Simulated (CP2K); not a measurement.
The system is Ga.

```
CELL_PARAMETERS angstrom
4.25739 0.00000 0.00000
-3.35887 2.61599 0.00000
-0.03815 -0.11108 3.32993
ATOMIC_POSITIONS crystal
Ga 0.13100 0.86900 0.75000
Ga 0.86900 0.13100 0.25000
```

This isn't the form of Ga at room conditions, which is orthorhombic.

Base run:

```yaml
Program: CP2K 2026.2
Functional: PBE
Dispersion: rVV10
Potentials_or_basis: POTENTIAL_UZH Ga GTH-PBE-q13; TZVP-MOLOPT-PBE-GTH basis
Density_cutoff: 6123 eV
k_mesh: 10 × 10 × 8
Occupations: fermi-dirac, width 0.05 eV
Spin: no spin polarisation
```

Its results: band gap on the k mesh none (metal or under the smearing width); pressure 1.4 GPa; largest force 0.134 eV/Å.

Task: After a change of settings the same cell gave: band gap on the k mesh none (metal or under the smearing width); pressure -0.4 GPa; largest force 0.157 eV/Å. Which change was it?
A. dispersion from rVV10 to D4
B. dispersion from rVV10 to D3
C. dispersion from rVV10 to D2
D. dispersion from rVV10 to none

Result: C.

Caveats: the basis of atomic orbitals isn't converged, which shifts pressures, moduli and gaps; pairwise dispersion overbinds metals, which lowers pressure and volume.
